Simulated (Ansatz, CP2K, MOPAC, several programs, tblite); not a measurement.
Energy against volume for PbTe (zincblende), at fixed shape and fractional coordinates, computed by several methods (PBE and r2SCAN, where shown, with plane waves in Ansatz); the cell shown is that of r2SCAN. The symmetry is F-43m (No. 216, cubic); conventional cell a = 7.283 Å, 48.29 Å³ an atom. Pb is surrounded by 4 Te at 3.15 Å; Te is surrounded by 4 Pb at 3.15 Å. The structure was generated, not taken from experiment, and needn't be the ground state; spin polarisation is off. Energies count from each curve's lowest point; fits are third-order Birch-Murnaghan.

```
Pb Te
1.0
     0.00000    3.64149    3.64149
     3.64149    0.00000    3.64149
     3.64149    3.64149    0.00000
Pb Te
1 1
Direct
  0.00000 0.00000 0.00000
  0.25000 0.25000 0.25000
```

GFN2-xTB (tblite), on the shape of the cell shown, as a cluster of 64 atoms at the zone centre:
```csv
V (Å³/atom),E (meV/atom)
42.493,0.00
45.391,18.36
48.288,77.68
51.185,163.93
54.083,272.20
```
The lowest point is an end point, so the minimum isn't bracketed.

light PBE (260 eV, its own mesh), on the shape of the cell shown:
```csv
V (Å³/atom),E (meV/atom)
44.425,75.44
46.356,8.47
48.288,13.68
50.219,0.00
52.151,115.20
54.083,71.24
```
The points scatter about a smooth fit, as a low cutoff and a light mesh can make them, so no fit is quoted.

Q: PBE/SZV (CP2K), on the shape of the cell shown, gives
```csv
V (Å³/atom),E (meV/atom)
42.493,171.02
45.391,64.32
48.288,12.18
51.185,0.00
54.083,17.06
```
What equilibrium volume and bulk modulus follow?

A: V₀ = 50.80 Å³ an atom and B₀ = 29 GPa.

PBE, on the shape of its own relaxed cell:
```csv
V (Å³/atom),E (meV/atom)
46.291,16.12
47.769,4.05
49.246,0.00
50.724,2.79
52.201,11.44
```
V₀ = 49.34 Å³ an atom and B₀ = 24 GPa.

PM7 (MOPAC), on the shape of the cell shown, as a cluster of 64 atoms at the zone centre:
```tsv
V (Å³/atom)	E (meV/atom)
42.493	0.00
45.391	157.94
48.288	379.58
51.185	634.07
54.083	888.93
```
The lowest point is an end point, so the minimum isn't bracketed.
